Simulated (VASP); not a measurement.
## Pt2Se3: single point with PBE

Crystal: Pt2Se3.

```
CELL_PARAMETERS angstrom
3.76264 0.00000 0.00000
-1.88132 3.25854 0.00000
0.00000 0.00000 8.84213
ATOMIC_POSITIONS crystal
Pt 0.33333 0.66667 0.18927
Pt 0.66667 0.33333 0.81073
Se 0.00000 0.00000 0.00000
Se 0.33333 0.66667 0.67598
Se 0.66667 0.33333 0.32402
```

The cell was built by a generator and needn't be a form met in nature.

```json
{
 "Program": "VASP 6.6.1",
 "Task": "single point",
 "Functional": "PBE",
 "Potentials or basis": "VASP PAW PBE potentials, release 64 (Pt, Se)",
 "Cutoff": "520 eV",
 "k mesh": "12 × 12 × 4",
 "Occupations": "gaussian, width 0.1 eV",
 "Spin": "no spin polarisation",
 "Dipole correction": "no",
 "Further INCAR settings": "ALGO = Fast; EDIFF = 1e-06; NBANDS = 27"
}
```

- Pressure: 0.0 GPa
- Largest force: 0.011 eV/Å
- Band gap on the k mesh: none (metal or under the smearing width)

Forces on the atoms (eV/Å):
```
Pt   0.000  0.000 -0.011
Pt   0.000  0.000  0.011
Se   0.000  0.000  0.000
Se   0.000  0.000 -0.007
Se   0.000  0.000  0.007
```

Levels at points of the mesh, in eV from the Fermi level:
| k point | band 17 | band 18 | band 19 | band 20 | band 21 | band 22 |
| --- | --- | --- | --- | --- | --- | --- |
| (0.00, 0.00, 0.00) | -0.93 | 0.04 | 1.06 | 1.06 | 2.43 | 2.43 |
| (0.50, 0.00, 0.00) | -2.19 | -1.55 | -0.76 | 0.02 | 1.87 | 1.89 |
| (0.00, 0.00, 0.50) | -1.01 | -1.01 | 1.25 | 1.25 | 2.32 | 2.32 |
| (0.50, 0.00, 0.50) | -2.10 | -2.02 | -0.95 | -0.21 | 2.24 | 2.33 |

It took 77 s on 1 thread of Intel(R) Xeon(R) 6975P-C (Granite Rapids), on a shared host, peak memory 0.34 GiB.

Caveat: this functional lacks dispersion, which binds the layers, so the pressure and a relaxed spacing across them are unreliable. The run has no spin-orbit coupling, so splittings on Pt are missing.
